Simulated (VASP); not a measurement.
## ZrH2: single point with LDA

The system is ZrH2.

```
CELL_PARAMETERS angstrom
0.00000 2.40923 2.40923
2.40923 0.00000 2.40923
2.40923 2.40923 0.00000
ATOMIC_POSITIONS crystal
Zr 0.00000 0.00000 0.00000
H 0.75000 0.75000 0.75000
H 0.25000 0.25000 0.25000
```

The cell is a database's computed one.

```
Program             : VASP 6.6.1
Task                : single point
Functional          : LDA
Potentials or basis : VASP PAW LDA potentials, release 64 (Zr_sv, H)
Cutoff              : 520 eV
k mesh              : 8 × 8 × 8
Occupations         : gaussian, width 0.15 eV
Spin                : no spin polarisation
```

```yaml
Pressure: -6.8 GPa
Band_gap_on_the_k_mesh: none (metal or under the smearing width)
```

Levels at points of the mesh, in eV from the Fermi level:
```
           k point  band 5  band 6  band 7  band 8  band 9  band 10
(0.00, 0.00, 0.00)   -9.53   -1.19   -0.36   -0.36   -0.36     2.21
(0.50, 0.00, 0.00)   -7.35   -4.36   -0.23   -0.23    3.56     3.56
(0.50, 0.50, 0.00)   -6.47   -4.46   -3.34    3.74    3.80     3.80
```

It took 9.1 s on 1 thread of Intel(R) Xeon(R) 6975P-C (Granite Rapids), on a shared host, peak memory 0.14 GiB.
